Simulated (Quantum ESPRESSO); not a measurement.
# GaAs (F-43m) in Quantum ESPRESSO: settings compared, part 2 of 3

Quantum ESPRESSO 7.5. Earlier steps stand in the parts before.

**3. Phonons, PBE**

Contents of pw.in:

```
&CONTROL
  calculation = 'scf'
  prefix = 'pwscf'
  outdir = './tmp'
  pseudo_dir = './pseudo'
  tprnfor = .true.
  tstress = .true.
  disk_io = 'low'
/
&SYSTEM
  ibrav = 0
  nat = 2
  ntyp = 2
  ecutwfc = 56
  ecutrho = 448
  nbnd = 19
  occupations = 'smearing'
  smearing = 'fd'
  degauss = 0.00367493
/
&ELECTRONS
  conv_thr = 4d-10
  electron_maxstep = 120
  mixing_beta = 0.5
/
ATOMIC_SPECIES
As    74.9216 as_pbe_v1.uspp.F.UPF
Ga    69.7230 ga_pbe_v1.4.uspp.F.UPF
CELL_PARAMETERS angstrom
   0.0000000000    2.8268500000    2.8268500000
   2.8268500000    0.0000000000    2.8268500000
   2.8268500000    2.8268500000    0.0000000000
ATOMIC_POSITIONS crystal
As     0.7500000000    0.7500000000    0.7500000000
Ga     0.0000000000    0.0000000000    0.0000000000
K_POINTS automatic
6 6 6 1 1 1
```

Contents of relax.in:

```
&CONTROL
  calculation = 'vc-relax'
  prefix = 'pwscf'
  outdir = './tmp'
  pseudo_dir = './pseudo'
  tprnfor = .true.
  tstress = .true.
  disk_io = 'low'
  nstep = 40
  forc_conv_thr = 0.0001
  etot_conv_thr = 1d-06
/
&SYSTEM
  ibrav = 0
  nat = 2
  ntyp = 2
  ecutwfc = 56
  ecutrho = 448
  nbnd = 19
  occupations = 'smearing'
  smearing = 'fd'
  degauss = 0.00367493
/
&ELECTRONS
  conv_thr = 4d-10
  electron_maxstep = 120
  mixing_beta = 0.5
/
&IONS
  ion_dynamics = 'bfgs'
/
&CELL
  cell_dynamics = 'bfgs'
  press = 0
  press_conv_thr = 0.2
/
ATOMIC_SPECIES
As    74.9216 as_pbe_v1.uspp.F.UPF
Ga    69.7230 ga_pbe_v1.4.uspp.F.UPF
CELL_PARAMETERS angstrom
   0.0000000000    2.8268500000    2.8268500000
   2.8268500000    0.0000000000    2.8268500000
   2.8268500000    2.8268500000    0.0000000000
ATOMIC_POSITIONS crystal
As     0.7500000000    0.7500000000    0.7500000000
Ga     0.0000000000    0.0000000000    0.0000000000
K_POINTS automatic
6 6 6 1 1 1
```

Contents of gamma.in:

```
&CONTROL
  calculation = 'bands'
  prefix = 'pwscf'
  outdir = './tmp'
  pseudo_dir = './pseudo'
  disk_io = 'low'
  verbosity = 'high'
/
&SYSTEM
  ibrav = 0
  nat = 2
  ntyp = 2
  ecutwfc = 56
  ecutrho = 448
  nbnd = 19
  occupations = 'smearing'
  smearing = 'fd'
  degauss = 0.00367493
/
&ELECTRONS
  conv_thr = 1d-08
  electron_maxstep = 120
  mixing_beta = 0.5
  diago_full_acc = .true.
  startingwfc = 'random'
/
ATOMIC_SPECIES
As    74.9216 as_pbe_v1.uspp.F.UPF
Ga    69.7230 ga_pbe_v1.4.uspp.F.UPF
CELL_PARAMETERS angstrom
   0.0000000000    2.8757903400    2.8757903400
   2.8757903400    0.0000000000    2.8757903400
   2.8757903400    2.8757903400    0.0000000000
ATOMIC_POSITIONS crystal
As     0.7500000000    0.7500000000    0.7500000000
Ga     0.0000000000    0.0000000000    0.0000000000
K_POINTS crystal
1
0.0 0.0 0.0 1
```

Contents of scf2.in:

```
&CONTROL
  calculation = 'scf'
  prefix = 'pwscf'
  outdir = './tmp'
  pseudo_dir = './pseudo'
  tprnfor = .true.
  tstress = .true.
  disk_io = 'low'
/
&SYSTEM
  ibrav = 0
  nat = 2
  ntyp = 2
  ecutwfc = 56
  ecutrho = 448
  nbnd = 19
  occupations = 'fixed'
/
&ELECTRONS
  conv_thr = 1d-13
  electron_maxstep = 120
  mixing_beta = 0.5
  startingpot = 'file'
/
ATOMIC_SPECIES
As    74.9216 as_pbe_v1.uspp.F.UPF
Ga    69.7230 ga_pbe_v1.4.uspp.F.UPF
CELL_PARAMETERS angstrom
   0.0000000000    2.8757903400    2.8757903400
   2.8757903400    0.0000000000    2.8757903400
   2.8757903400    2.8757903400    0.0000000000
ATOMIC_POSITIONS crystal
As     0.7500000000    0.7500000000    0.7500000000
Ga     0.0000000000    0.0000000000    0.0000000000
K_POINTS automatic
6 6 6 1 1 1
```

Contents of ph.in:

```
phonons of GaAs
&INPUTPH
  prefix = 'pwscf'
  outdir = './tmp'
  tr2_ph = 1d-18
  fildyn = 'dyn'
  niter_ph = 90
  alpha_mix(1) = 0.7
  epsil = True
/
0.0000000000 0.0000000000 0.0000000000
```

Contents of dynmat.in:

```
&INPUT
  fildyn = 'dyn'
  asr = 'crystal'
  lperm = .true.
  filout = 'dynmat.disp'
  fileig = 'dynmat.eig'
/
```

Contents of dynmat_lo.in:

```
&INPUT
  fildyn = 'dyn'
  asr = 'crystal'
  filout = 'dynmat_lo.disp'
  fileig = 'dynmat_lo.eig'
  q(1) = 0
  q(2) = 0
  q(3) = 1
/
```

Potentials or basis: GBRV 1.5 PBE.

Command:

```console
$ OMP_NUM_THREADS=1 mpirun -n 4 pw.x -nk 4 -in pw.in > pw.out
$ OMP_NUM_THREADS=1 mpirun -n 4 pw.x -nk 4 -in relax.in > relax.out
$ OMP_NUM_THREADS=1 mpirun -n 4 pw.x -in gamma.in > gamma.out
$ OMP_NUM_THREADS=1 mpirun -n 4 pw.x -nk 4 -in scf2.in > scf2.out
$ OMP_NUM_THREADS=1 mpirun -n 4 ph.x -nk 4 -in ph.in > ph.out
$ OMP_NUM_THREADS=1 mpirun -n 1 dynmat.x -in dynmat.in > dynmat.out
$ OMP_NUM_THREADS=1 mpirun -n 1 dynmat.x -in dynmat_lo.in > dynmat_lo.out
```

pw.out:

```text
This program is part of the open-source Quantum ESPRESSO suite
     for quantum simulation of materials; please cite
[... 6 lines left out ...]
     using ibrav=0 with symmetry is DISCOURAGED, use correct ibrav instead

     K-points division:     npool     =       4
     Subspace diagonalization in iterative solution of the eigenvalue problem:
     a serial algorithm will be used

     G-vector sticks info
     --------------------
     sticks:   dense  smooth     PW     G-vecs:    dense   smooth      PW
     Sum        1765     871    265                48767    17153    2891

     Using Slab Decomposition

     bravais-lattice index     =            0
     lattice parameter (alat)  =       7.5547  a.u.
     unit-cell volume          =     304.8842 (a.u.)^3
     number of atoms/cell      =            2
[... 276 lines left out ...]
    18.1372  20.0770  20.2686

          k =-0.5303 0.1768-0.0589 (  2159 PWs)   bands (ev):

   -87.0284 -87.0284 -87.0284  -7.5472  -7.4165  -7.4111  -7.3860  -7.3620
    -3.4311   1.2060   4.1870   4.9065   9.7165  10.8314  13.5846  15.5738
    17.5638  19.3009  20.5354

          k =-0.4125 0.0589 0.0589 (  2151 PWs)   bands (ev):
[... 61 lines left out ...]
   -87.0284 -87.0284 -87.0284  -7.5372  -7.4270  -7.4236  -7.3714  -7.3677
    -3.4880   0.7992   4.4625   5.8110   9.6432  11.8507  12.8419  15.2672
    16.8179  17.7077  18.4580

     the Fermi energy is     7.7758 ev

!    total energy              =    -455.66577419 Ry
     estimated scf accuracy    <          2.2E-10 Ry
     smearing contrib. (-TS)   =      -0.00000002 Ry
     internal energy E=F+TS    =    -455.66577417 Ry

     The total energy is F=E-TS. E is the sum of the following terms:
     one-electron contribution =    -407.15065518 Ry
     hartree contribution      =     211.54791312 Ry
     xc contribution           =     -80.15526692 Ry
     ewald contribution        =    -179.90776521 Ry

     convergence has been achieved in  11 iterations

     Forces acting on atoms (cartesian axes, Ry/au):

     atom    1 type  1   force =     0.00000000   -0.00000000   -0.00000000
     atom    2 type  2   force =     0.00000000    0.00000000   -0.00000000

     Total force =     0.000000     Total SCF correction =     0.000000

     Computing stress (Cartesian axis) and pressure

          total   stress  (Ry/bohr**3)                   (kbar)     P=       35.21
   0.00023933  -0.00000000  -0.00000000           35.21       -0.00       -0.00
  -0.00000000   0.00023933  -0.00000000           -0.00       35.21       -0.00
  -0.00000000   0.00000000   0.00023933           -0.00        0.00       35.21

=------------------------------------------------------------------------------=
   JOB DONE.
=------------------------------------------------------------------------------=
```

gamma.out:

```text
This program is part of the open-source Quantum ESPRESSO suite
     for quantum simulation of materials; please cite
         "P. Giannozzi et al., J. Phys.:Condens. Matter 21 395502 (2009);
         "P. Giannozzi et al., J. Phys.:Condens. Matter 29 465901 (2017);
         "P. Giannozzi et al., J. Chem. Phys. 152 154105 (2020);
     in publications or presentations arising from this work. More details at
[... 356 lines left out ...]

   -87.6051 -87.6051 -87.6051  -8.0073  -8.0073  -8.0073  -7.9394  -7.9394
    -5.7261   6.6473   6.6473   6.6473   6.7920  10.3717  10.3717  10.3717
    14.1151  16.6706  16.6706

=------------------------------------------------------------------------------=
   JOB DONE.
=------------------------------------------------------------------------------=
```

Run time: 10 min. Hardware: 4 MPI ranks of Intel Xeon at 2.50GHz (Skylake/Cascade Lake), shared host; peak memory 0.68 GiB.

Results:

| Property | Result |
| --- | --- |
| Free energy | -6199.6747 eV |
| Relaxed volume | 23.78 Å³/atom |
| Relaxed cell | a = 4.067 Å, b = 4.067 Å, c = 4.067 Å, α = 60.00°, β = 60.00°, γ = 60.00° |
| Space group after relaxing (to 0.05 Å) | F-43m (No. 216) |
| Pressure after relaxing | 0.0 GPa |
| Electronic dielectric tensor (diagonal) | 15.30 |
| Born charges (mean of the diagonal) | As -2.25; Ga +2.22 e |
| Highest phonon frequency at Γ, LO-TO splitting left out | 253 cm⁻¹ |
| Static dielectric tensor (diagonal) | 17.54 |

Step by step:
```
step  energy change (eV)  largest force (eV/Å)  pressure (GPa)  volume (Å³)
   1              0.0000                0.0000            3.52        45.18
   2             -0.0146                0.0000            2.22        46.00
   3             -0.0233                0.0000            0.89        46.90
   4             -0.0251                0.0000            0.05        47.53
   5             -0.0251                0.0000            0.00        47.57
```

Final structure:
```xyz
2
Lattice="0.0000 2.8758 2.8758 2.8758 0.0000 2.8758 2.8758 2.8758 0.0000" Properties=species:S:1:pos:R:3 pbc="T T T"
As    4.3137    4.3137    4.3137
Ga    0.0000    0.0000    0.0000
```

Phonon frequencies in cm⁻¹ (negative: imaginary):
```csv
q point,frequencies
"(0.000, 0.000, 0.000)",2 2 2 253 253 253
```

Electronic dielectric tensor:
```
15.30  0.00  0.00
 0.00 15.30  0.00
 0.00  0.00 15.30
```

Born effective charge tensors (e):
atom 1, As
```
-2.25  0.00  0.00
 0.00 -2.25  0.00
 0.00  0.00 -2.25
```
atom 2, Ga
```
2.22 0.00 0.00
0.00 2.22 0.00
0.00 0.00 2.22
```

Optical modes at Γ, degenerate ones joined, polar ones without the macroscopic field:
| cm⁻¹ | components | symmetry | active in | IR intensity, summed ((D/Å)²/amu) |
| --- | --- | --- | --- | --- |
| 253 | 3 | T2 | IR and Raman | 9.58 |

Zone-centre frequencies without and with the macroscopic field along z (cm⁻¹):
|  | optical modes in rising order |
| --- | --- |
| without | 253 253 253 |
| with the field | 253 253 271 |

Static dielectric tensor, electrons and zone-centre modes:
```
17.54  0.00  0.00
 0.00 17.54  0.00
 0.00  0.00 17.54
```

Caveat: the mesh is thin for the dielectric tensor, Born charges and intensities, which usually come out too large; the gap on the mesh is small and may close between mesh points, in which case fixed occupations spoil the response.

[end of part 2 of 3]
